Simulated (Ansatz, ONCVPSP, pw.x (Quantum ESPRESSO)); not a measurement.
# From atom to crystal: ONCV potential for Cu (Z = 29)

ONCVPSP 4.0.1.1 (patched build) input, shortened (lines: element, Z, core and valence counts, functional; n l f; lmax; l rc ep ncon nbas qcut; lloc lpopt rc5 dvloc0; l nproj debl; icmod fcfact rcfact), PBE, scalar-relativistic:

```
  Cu 29.00    3    4        4      upf
    1    0    2.00
    2    0    2.00
    2    1    6.00
    3    0    2.00
    3    1    6.00
    3    2   10.00
    4    0    1.00
    2
    0    1.10    0.00    4    7   13.50
    1    1.10    0.00    4    9   14.60
    2    1.40    0.00    4    9   12.10
    4    5    1.00    3.00
    0    2    1.40
    1    2    1.00
    2    2    1.70
    3    5.00    1.20
```

In the p channel the program set the typed energies aside and used -2.651, 0.250 Ha.

Atomic tests: cutoffs needed: 56 Ha and 67 Ha (the cutoffs (Ha) at which the residual kinetic energy of the hardest occupied pseudo-wave falls to 1 and 0.1 mHa per electron); ghost test: no bound ghost flagged; no localised positive-energy state flagged; configuration tests: 1 of 4 tests not solved or not reliable.

Crystal test: fcc Cu in pw.x 7.5, no spin, 15³ k-points, Fermi–Dirac smearing 0.01 Ry, cutoffs 155/620 Ry. The reference is all-electron LAPW (Ansatz 0.2.0) with the same functional, mesh and smearing; V0 and B0 come from Birch–Murnaghan fits to the pressures at five volumes. Errors are pseudo minus all-electron; Δ is the rms difference of the E(V) curves that follow from these fits, minima aligned, over ±6 % about the mean V0. Mesh and smearing are coarse, so the numbers serve the comparison and aren't converged zero-temperature values; the lattice is a test structure that the element need not adopt.

| V (Å³/atom) | P all-electron (GPa) | P pseudo (GPa) |
| --- | --- | --- |
| 11.403 | 7.47 | 12.23 |
| 11.703 | 3.14 | 7.15 |
| 12.003 | -0.58 | 2.68 |
| 12.303 | -3.78 | -1.20 |
| 12.603 | -6.53 | -4.62 |

All-electron: a0 = 3.629 Å (V0 = 11.95 Å³/atom), B0 = 140.8 GPa.

Pseudopotential: mean pressure error (GPa): +3.30; a0 (Å): 3.655; a0 error (%): +0.70; B0 error (%): +9.8; Δ (meV/atom): 8.4. This is a poor potential for the solid. Atomic configuration tests: 1 of 4 tests not solved or not reliable.

Q: At the middle volume, how do free energy and pressure move when the wave cutoff is lowered (ecutrho kept at four times it)?

A:

| cutoff (Ry) | shift of F (meV/atom) | shift of P (GPa) |
| --- | --- | --- |
| 70 | +26271.6 | -1289.40 |
| 93 | +3029.2 | -273.46 |
| 124 | +48.8 | -8.27 |

Input at the middle volume:

```
&control
  calculation='scf', prefix='x', pseudo_dir='./', outdir='./tmp', tstress=.true., disk_io='none'
/
&system
  ibrav=0, nat=1, ntyp=1, ecutwfc=155, ecutrho=620, nbnd=18,
  occupations='smearing', smearing='fd', degauss=0.01
/
&electrons
  conv_thr=1e-09, mixing_beta=0.4, electron_maxstep=70
/
ATOMIC_SPECIES
Cu 1.0 Cu.UPF
CELL_PARAMETERS angstrom
  0.00000000 1.81727201 1.81727201
  1.81727201 0.00000000 1.81727201
  1.81727201 1.81727201 0.00000000
ATOMIC_POSITIONS crystal
Cu 0.0000 0.0000 0.0000
K_POINTS automatic
15 15 15 0 0 0
```

```bash
pw.x < Cu.scf.in > Cu.scf.out
```

Lines of the output:

```
Message from routine setup:
     using ibrav=0 with symmetry is DISCOURAGED, use correct ibrav instead
     lattice parameter (alat)  =       4.8566  a.u.
     unit-cell volume          =      81.0003 (a.u.)^3
     number of electrons       =        19.00
     number of Kohn-Sham states=           18
     kinetic-energy cutoff     =     155.0000  Ry
     charge density cutoff     =     620.0000  Ry
     scf convergence threshold =      1.0E-09
     Exchange-correlation= PBE
     number of k points=   120  Fermi-Dirac smearing, width (Ry)=  0.0100
     iteration #  1     ecut=   155.00 Ry     beta= 0.40
     total energy              =    -390.90473882 Ry
     estimated scf accuracy    <       0.31146761 Ry
     iteration #  2     ecut=   155.00 Ry     beta= 0.40
     total energy              =    -390.99166196 Ry
     estimated scf accuracy    <       0.12833835 Ry
     iteration #  3     ecut=   155.00 Ry     beta= 0.40
     total energy              =    -391.01002131 Ry
     estimated scf accuracy    <       0.00208486 Ry
     iteration #  4     ecut=   155.00 Ry     beta= 0.40
     total energy              =    -391.01073758 Ry
     estimated scf accuracy    <       0.00119866 Ry
     iteration #  5     ecut=   155.00 Ry     beta= 0.40
     total energy              =    -391.01065596 Ry
     estimated scf accuracy    <       0.00034193 Ry
     iteration #  6     ecut=   155.00 Ry     beta= 0.40
     total energy              =    -391.01070101 Ry
     estimated scf accuracy    <       0.00000744 Ry
     iteration #  7     ecut=   155.00 Ry     beta= 0.40
     total energy              =    -391.01070265 Ry
     estimated scf accuracy    <       0.00000010 Ry
     iteration #  8     ecut=   155.00 Ry     beta= 0.40
     total energy              =    -391.01070259 Ry
     estimated scf accuracy    <       0.00000027 Ry
     iteration #  9     ecut=   155.00 Ry     beta= 0.40
     total energy              =    -391.01070261 Ry
     estimated scf accuracy    <       0.00000001 Ry
     iteration # 10     ecut=   155.00 Ry     beta= 0.40
     the Fermi energy is    16.3710 ev
!    total energy              =    -391.01070261 Ry
     estimated scf accuracy    <          2.0E-10 Ry
     smearing contrib. (-TS)   =      -0.00140125 Ry
     The total energy is F=E-TS. E is the sum of the following terms:
     one-electron contribution =    -233.52361570 Ry
     hartree contribution      =     127.90431411 Ry
     xc contribution           =     -44.40795949 Ry
     ewald contribution        =    -240.98204028 Ry
     convergence has been achieved in  10 iterations
          total   stress  (Ry/bohr**3)                   (kbar)     P=       26.79
     Message from routine punch:
     Nothing written, as per user request (disk_io='none')
```

The run at the middle volume (120 k-points, 10 iterations) took about 74 s on one core of a shared host (Neoverse-V2, 96 threads, 742 GiB, load 84).
